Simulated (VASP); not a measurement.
SiC in VASP 6.6.1, single-point calculation

INCAR

```
LASPH = .TRUE.
NBANDS = 16
LWAVE = .FALSE.
SIGMA = 0.01
GGA = PS
ISMEAR = 0
LREAL = .FALSE.
NSW = 0
ISIF = 2
LCHARG = .FALSE.
PREC = Accurate
IBRION = -1
ENCUT = 520
NELM = 120
EDIFF = 1E-7
```

KPOINTS

```
KPOINTS created by Atomic Simulation Environment
0
Gamma
3 3 3
0 0 0
```

POSCAR

```
C  Si
 1.0000000000000000
     1.5415877826110078    0.8900361212533012    5.3212273213654262
    -1.5415877826110078    0.8900361212533012    5.3212273213654262
    -0.0000000000000000   -1.7800722425564093    5.3212273213570960
 C   Si
   2   2
Cartesian
  0.0000000000000001 -0.0000000000223728  7.1707433633570190
 -0.0000000000000001 -0.0000000000274342  8.7929386007309294
 -0.0000000000000001 -0.0000000000460952 14.7739735521944997
  0.0000000000000000 -0.0000000000037119  1.1897084118934480
```

The recommended PBE PAW datasets give the neutral cell 16 valence electrons.

Command

```
mpirun -np 1 vasp_std
```

OSZICAR

```
N       E                     dE             d eps       ncg     rms          rms(c)
DAV:   1     0.235072851562E+02    0.23507E+02   -0.68195E+03   192   0.882E+02
DAV:   2    -0.303008773251E+02   -0.53808E+02   -0.48228E+02   280   0.153E+02
DAV:   3    -0.328368108622E+02   -0.25359E+01   -0.25215E+01   240   0.304E+01
DAV:   4    -0.328576994629E+02   -0.20889E-01   -0.20879E-01   248   0.329E+00
DAV:   5    -0.328579526969E+02   -0.25323E-03   -0.25323E-03   240   0.334E-01    0.110E+01
DAV:   6    -0.300797693677E+02    0.27782E+01   -0.41822E+00   232   0.144E+01    0.528E+00
DAV:   7    -0.299718443414E+02    0.10793E+00   -0.10859E+00   264   0.620E+00    0.246E+00
DAV:   8    -0.299350924463E+02    0.36752E-01   -0.50511E-02   232   0.159E+00    0.636E-01
DAV:   9    -0.299326865351E+02    0.24059E-02   -0.91616E-03   248   0.695E-01    0.118E-01
DAV:  10    -0.299327493304E+02   -0.62795E-04   -0.59952E-04   224   0.175E-01    0.538E-02
DAV:  11    -0.299327782970E+02   -0.28967E-04   -0.58831E-05   272   0.535E-02    0.243E-02
DAV:  12    -0.299327804593E+02   -0.21623E-05   -0.16304E-05   264   0.251E-02    0.585E-03
DAV:  13    -0.299327801468E+02    0.31249E-06   -0.15549E-06   264   0.864E-03    0.229E-03
DAV:  14    -0.299327802052E+02   -0.58435E-07   -0.22405E-07   248   0.297E-03
   1 F= -.29932780E+02 E0= -.29932780E+02  d E =-.154678E-38
```

From OUTCAR

```
k-points           NKPTS =      6   k-points in BZ     NKDIM =      6   number of bands    NBANDS=     16

   NELECT =      16.0000    total number of electrons

   dimension x,y,z NGX =    42 NGY =   42 NGZ =   42
   dimension x,y,z NGXF=    84 NGYF=   84 NGZF=   84

  energy-cutoff  :      520.00
  volume of cell :       43.81
      direct lattice vectors                 reciprocal lattice vectors
     1.541587783  0.890036121  5.321227321     0.324340920  0.187258318  0.062642190
    -1.541587783  0.890036121  5.321227321    -0.324340920  0.187258318  0.062642190
     0.000000000 -1.780072243  5.321227321     0.000000000 -0.374516635  0.062642190

 k-points in reciprocal lattice and weights: KPOINTS created by Atomic Simulation Env
   0.00000000  0.00000000  0.00000000       0.037
   0.33333333  0.00000000  0.00000000       0.222
   0.33333333  0.33333333  0.00000000       0.222
  -0.33333333  0.33333333  0.00000000       0.222
   0.33333333  0.33333333  0.33333333       0.074
  -0.33333333  0.33333333  0.33333333       0.222

 E-fermi :   8.6185

 k-point     1 :       0.0000    0.0000    0.0000
  band No.  band energies     occupation
      1      -7.9998      2.00000
      2      -4.1120      2.00000
      3      -1.1179      2.00000
      4       5.9416      2.00000
      5       5.9416      2.00000
      6       7.5243      2.00000
      7       8.5282      2.00000
      8       8.5282      2.00000
      9      11.9577      0.00000
     10      12.1438      0.00000
     11      14.4316      0.00000
     12      14.4316      0.00000
     13      14.8076      0.00000
     14      14.8472      0.00000
     15      14.8472      0.00000
     16      19.8521      0.00000

 k-point     2 :       0.3333    0.0000    0.0000
  band No.  band energies     occupation
      1      -6.2766      2.00000
      2      -2.6416      2.00000
      3      -0.1234      2.00000
      4       1.8183      2.00000
      5       3.4762      2.00000
      6       4.6629      2.00000
      7       6.0093      2.00000
      8       6.9057      2.00000
      9      10.8482      0.00000
     10      12.3060      0.00000
     11      13.7662      0.00000
     12      14.1896      0.00000
     13      15.8099      0.00000
     14      17.5075      0.00000
     15      17.6640      0.00000
     16      18.6908      0.00000

 k-point     3 :       0.3333    0.3333    0.0000
  band No.  band energies     occupation
      1      -6.2131      2.00000
      2      -2.9300      2.00000
      3       0.2105      2.00000
      4       1.7511      2.00000
      5       3.2416      2.00000
      6       4.5023      2.00000
      7       6.8397      2.00000
      8       7.3130      2.00000
      9      10.6582      0.00000
     10      11.2650      0.00000
     11      13.1422      0.00000
     12      14.4888      0.00000
     13      14.6590      0.00000
     14      17.6881      0.00000
     15      18.3873      0.00000
     16      19.8716      0.00000

 ...

  Total        0.5376762      0.5376762     -0.7798366      0.0000000      0.0000000      0.0000000
  in kB       19.6649306     19.6649306    -28.5216891      0.0000000      0.0000000      0.0000000
  external PRESSURE =       3.6027241 kB  Pullay stress =       0.0000000 kB

 POSITION                                       TOTAL-FORCE (eV/Angst)
 -----------------------------------------------------------------------------------
      0.00000     -0.00000      7.17074         0.000000     -0.000000      0.209059
      0.00000     -0.00000      8.79294         0.000000      0.000000     -0.209059
      0.00000     -0.00000     14.77397         0.000000      0.000000     -0.157209
      0.00000     -0.00000      1.18971         0.000000     -0.000000      0.157209
 -----------------------------------------------------------------------------------
    total drift:                               -0.000000     -0.000000      0.000000

  FREE ENERGIE OF THE ION-ELECTRON SYSTEM (eV)
  ---------------------------------------------------
  free  energy   TOTEN  =       -29.9327802052 eV

  energy  without entropy=      -29.9327802052  energy(sigma->0) =      -29.93278021
```

It converged. Results: gap between bands v and c on the k mesh 1.19 eV; least direct gap on the k mesh 2.58 eV; pressure 0.4 GPa; largest force 0.21 eV/Å. Band v is the last that the valence electrons fill when counted band by band, and c is the next.

These settings aren't sound, so the numbers aren't properties of the crystal.

On sound settings PBEsol gives a gap of 0.38 eV on its mesh and a pressure of -0.5 GPa for the intended cell.

The run took about 8.3 s on one core of a shared host (Intel Xeon 6975P-C) and held 0.24 GiB at most.
